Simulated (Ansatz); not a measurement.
LiF: energy less free atoms and pressure against volume per atom

Results calculated with Ansatz 0.2.0, not measured. Periodic Kohn-Sham DFT of a crystal at fixed atoms; pressure and stress are positive in compression; the energy is the free energy less that of spherical unpolarised free atoms; site moments are those in the method's own spheres, positive along +z.

Cell of the first row (space group Fm-3m, No. 225):
```
LiF
1.0
      0.0000     1.9996     1.9996
      1.9996     0.0000     1.9996
      1.9996     1.9996     0.0000
Li F
1 1
Direct
  0.00000 0.00000 0.00000
  0.50000 0.50000 0.50000
```

Settings of every row: method all-electron LAPW; functional PBE; relativity scalar; k mesh 14x14x14; filling fermi-dirac; smearing width 0.03 eV; basis error target 0.5 meV/atom; nucleus gaussian.

Atom start moment: 0 on all atoms.

```
row  volume per atom (Å³)  energy less free atoms (eV/atom)  pressure (GPa)
  1                 7.995                           -4.8076           3.712
  2                 8.205                           -4.8111           1.687
  3                 8.416                           -4.8121          -0.091
  4                 8.626                                 ?               ?
  5                 8.836                           -4.8079          -3.028
```

Question: what energy less free atoms and pressure should row 4 give?

Worked fit of energy less free atoms. Take u = (V_r/V)^(2/3) − 1 with V_r = 8.3105 Å³ an atom, which is twice the finite (Eulerian) strain; such expansions in the strain, on which the Birch-Murnaghan equation of state is built, carry the rest volume and the bulk modulus. The shown rows have u = 0.02614, 0.00855, -0.00837, -0.04005. Least squares give energy less free atoms = −4.81189 + 0.0598 × u + 3.981 × u² eV/atom; a straight line predicts inner rows, each left out in turn, worse (root mean square 0.0027 against 2.7e-05 eV/atom). All shown rows lie on it to the printed digit. Its lowest point lies at u = -0.0075, or V = 8.405 Å³ an atom, and the curvature there gives the bulk modulus at fixed shape and fractions, B = (4/9)(1 + u)² E″(u)/V = 66.4 GPa. The withheld row has u = -0.02453, so the fit gives −4.81189 + 0.0598 × (-0.02453) + 3.981 × (-0.02453)² = -4.8110 eV/atom.

The calculation gave -4.811 eV/atom. The fit meets it to the printed digit.

Worked fit of pressure. Take u = (V_r/V)^(2/3) − 1 with V_r = 8.3105 Å³ an atom, which is twice the finite (Eulerian) strain; such expansions in the strain, on which the Birch-Murnaghan equation of state is built, carry the rest volume and the bulk modulus. The shown rows have u = 0.02614, 0.00855, -0.00837, -0.04005. Least squares give pressure = 0.7699 + 105.509 × u + 267.08 × u² GPa; a straight line predicts inner rows, each left out in turn, worse (root mean square 0.18 against 0.0091 GPa). The rows lie off it by 0.002, -0.005, 0.003, -0.001 (root mean square 0.0031 GPa). The pressure vanishes at u = -0.0074, or V = 8.404 Å³ an atom, and there the bulk modulus at fixed shape and fractions is B = −V dP/dV = (2/3)(1 + u) dP/du = 67.2 GPa. The withheld row has u = -0.02453, so the fit gives 0.7699 + 105.509 × (-0.02453) + 267.08 × (-0.02453)² = -1.658 GPa.

The calculation gave -1.654 GPa. The fit lies 0.004 GPa (0.059 % of the column's range) below it; its largest miss of a shown row is 0.005 GPa.
